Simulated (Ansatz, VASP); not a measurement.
# One calculation of Be, two programs

```
Be
1.0
     2.91321    0.00000    0.00000
    -1.45661    2.52291    0.00000
     0.00000    0.00000    3.30514
Be
3
Direct
  0.22540 0.00000 0.33333
  0.00000 0.22540 0.66667
  0.77460 0.77460 0.00000
```

Alike in both runs: task relaxation of cell and atoms; functional r2SCAN; k mesh 6 × 6 × 6; occupations gaussian, width 0.1 eV; no spin polarisation.

|  | VASP | Ansatz |
| --- | --- | --- |
| version | VASP 6.6.1 | Ansatz 0.2.0 |
| potentials or method | VASP PAW PBE potentials, release 64 (Be) | scalar-relativistic, plane waves, PAW |
| plane-wave cutoff (eV) | 600 | 500 |
| valence electrons in the cell | 6 | 6 |

|  | VASP | Ansatz | Ansatz less VASP |
| --- | --- | --- | --- |
| gap on the k mesh at the Fermi level, each at its own relaxed structure (eV) | none | none | - |
| relaxed volume (Å³/atom) | 7.82 | 7.80 | -0.018 |
| relaxed cell length with the largest relative difference (Å) | 3.538 | 3.535 | -0.0031 |
| energy change over the relaxation (meV/atom) | -2271 | -2264 | +7.2 |

A gap of «none» marks a metal or a gap that the smearing closes.

Caveats: the k mesh is coarse (spacing up to 0.42 Å⁻¹), so the values aren't converged; the PAW data sets were made with another functional, which shifts forces and pressure a little (VASP).
